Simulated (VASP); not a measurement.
The system is ZrO2.

```
CELL_PARAMETERS angstrom
0.00000 2.60000 2.60000
2.60000 0.00000 2.60000
2.60000 2.60000 0.00000
ATOMIC_POSITIONS crystal
Zr 0.00000 0.00000 0.00000
O 0.25000 0.25000 0.25000
O 0.75000 0.75000 0.75000
```

The cell was built by a generator and needn't be a form met in nature.

Base run:

| Quantity | Value |
| --- | --- |
| Program | VASP 6.6.1 |
| Functional | PBE |
| Potentials or basis | VASP PAW PBE potentials, release 64 (Zr_sv, O) |
| Cutoff | 700 eV |
| k mesh | 6 × 6 × 6 |
| Occupations | gaussian, width 0.05 eV |
| Spin | no spin polarisation |

Its results: band gap on the k mesh 3.18 eV, indirect (least direct gap 3.57 eV); pressure -10.4 GPa.

Question: After a change of settings the same cell gave: band gap on the k mesh 3.06 eV, indirect (least direct gap 3.43 eV); pressure -21.9 GPa. Which change was it?
A. functional from PBE to PBEsol
B. functional from PBE to LDA; potentials or basis from VASP PAW PBE potentials, release 64 (Zr_sv, O) to VASP PAW LDA potentials, release 64 (Zr_sv, O)
C. functional from PBE to HSE06

Answer: B.

Caveats: so large a pressure means that the cell lies far from this level's equilibrium, or that cutoff or potentials fall short (some runs).
